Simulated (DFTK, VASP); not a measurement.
Given: the input of a run of VASP 6.6.1 on Os (Osmium). 

File INCAR:

```
PREC = Accurate
ENCUT = 520
EDIFF = 1E-7
ISMEAR = -1
SIGMA = 0.05
LREAL = False
LASPH = True
NELM = 60
ALGO = Normal
ISIF = 2
LWAVE = False
LCHARG = True
GGA = PE
LELF = True
LVHAR = True
NBANDS = 15
```

KPOINTS

```
regular mesh
0
Gamma
  11 11 6
```

POSCAR

```
Os
1.0
    2.7341000000      0.0000000000      0.0000000000
   -1.3670500000      2.3678000565      0.0000000000
    0.0000000000      0.0000000000      4.3197000000
Os
2
Direct
    0.6666666667      0.3333333333      0.7500000000
    0.3333333333      0.6666666667      0.2500000000
```

Potentials or basis: VASP PAW PBE potentials, release 64 (Os).

The run is started by

```console
$ cat potpaw_PBE.64/Os/POTCAR > POTCAR
$ mpirun -np 1 vasp_std > vasp.out
```

**Question.** What does the same run look like in DFTK 0.8.2? Potentials or basis there: PseudoDojo SR PBE 0.4.1 standard (PBE), cutoff 1007 eV.

**Answer.** As run (cutoffs and basis follow the program's own potentials, and thresholds, step limits or extra output files can differ):

File run.jl:

```julia
using DFTK
using PseudoPotentialData
using Unitful, UnitfulAtomic
using LinearAlgebra, Printf
include("save.jl")
disable_threading()

# lattice vectors are the columns
lattice = austrip(1u"Å") * [        2.7341       -1.36705            0.0;
                      0.0   2.3678000565            0.0;
                      0.0            0.0         4.3197]
symbols   = [:Os, :Os]
positions = [[0.6666666667, 0.3333333333, 0.75],
             [0.3333333333, 0.6666666667, 0.25]]
pseudopotentials = PseudoFamily("dojo.nc.sr.pbe.v0_4_1.standard.upf")
elements = Dict(s => ElementPsp(s, pseudopotentials) for s in unique(symbols))
atoms    = [elements[s] for s in symbols]

build_model(lattice, positions; symmetries=true) =
    model_DFT(lattice, atoms, positions;
              functionals=PBE(),
              temperature=austrip(0.05u"eV"),
              smearing=Smearing.FermiDirac(),
              symmetries)
Ecut  = 37.0  # hartree
kgrid = [11, 11, 6]
tol   = 1e-6
to_GPa = ustrip(uconvert(u"GPa", 1u"hartree/bohr^3"))

model = build_model(lattice, positions)
basis = PlaneWaveBasis(model; Ecut, kgrid)
display(basis)
scfres = self_consistent_field(basis;
                               tol,
                               nbandsalg=AdaptiveBands(model; n_bands_converge=21))
display(scfres.energies)
@printf "Fermi level: %.6f eV\n" ustrip(auconvert(u"eV", something(scfres.εF, NaN)))
forces = compute_forces_cart(scfres)
println("Forces (eV/Å)")
for (s, f) in zip(symbols, forces)
    @printf "%-3s %12.6f %12.6f %12.6f\n" s ustrip.(auconvert.(u"eV/Å", f))...
end
stress = compute_stresses_cart(scfres)
println("Stress (GPa)")
display(round.(stress * to_GPa; digits=4))
println("Levels at the first k-point (eV): ", round.(ustrip.(auconvert.(u"eV", scfres.eigenvalues[1][1:scfres.n_bands_converge])); digits=4))
save_scf!(scfres; forces, stress)
```

Potentials or basis: dojo.nc.sr.pbe.v0_4_1.standard.upf (PBE).

Launch:

```console
$ julia --threads=1 run.jl  # save.jl only writes the numbers to a file and isn't shown; printed stress counts tension as positive; times include loading and compiling
```

Both were run:

|  | VASP | DFTK |
| --- | --- | --- |
| Pressure | 8.9 GPa | 8.2 GPa |

The potentials hold 16 and 32 valence electrons a cell.

Pressure is positive in compression.
